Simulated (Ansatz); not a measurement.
Runs of Ansatz 0.2.0 on MgO. It takes space group Fm-3m (No. 225, cubic). Conventional cell: a = 4.194 Å, b = 4.194 Å, c = 4.194 Å, α = 90.00°, β = 90.00°, γ = 90.00°. Mg (site symmetry m-3m) has 6 O at 2.10 Å as nearest neighbours. O (site symmetry m-3m) is surrounded by 6 Mg at 2.10 Å. The cell is a database's computed one.

```tsv
task	level	potentials or basis	cell	k mesh	cutoff (eV)	smearing	basis error allowed	mesh quality	gap on the mesh (eV)	pressure (GPa)
single point	PBE0	all-electron PAW datasets made for the crystal	as given	6 × 6 × 6	430	gaussian 0.05 eV	-	coarse	7.36	1.0
single point	PBEsol	all-electron LAPW, scalar-relativistic	as given	11 × 11 × 11	316	gaussian 0.02 eV	0.001 eV/atom	not flagged	4.76	(b)
relaxation of cell and atoms	LDA	all-electron LAPW, scalar-relativistic	relaxed	11 × 11 × 11	-	fermi-dirac 0.05 eV	0.001 eV/atom	not flagged	5.02	0.0
single point	RPBE+D4	all-electron LAPW, scalar-relativistic	as given	11 × 11 × 11	317	gaussian 0.1 eV	0.001 eV/atom	not flagged	(a)	4.2
```

Alike in all rows: no spin polarisation.

Q: Estimate the missing entries.

A: (a) 4.97; (b) 2.4.

Caveats: some runs use coarse meshes; an odd mesh through Γ misses points on the zone boundary, where band edges often lie (some runs).

The runs don't all hold the same shells in valence.

Runs at the PBE level aren't shown here.
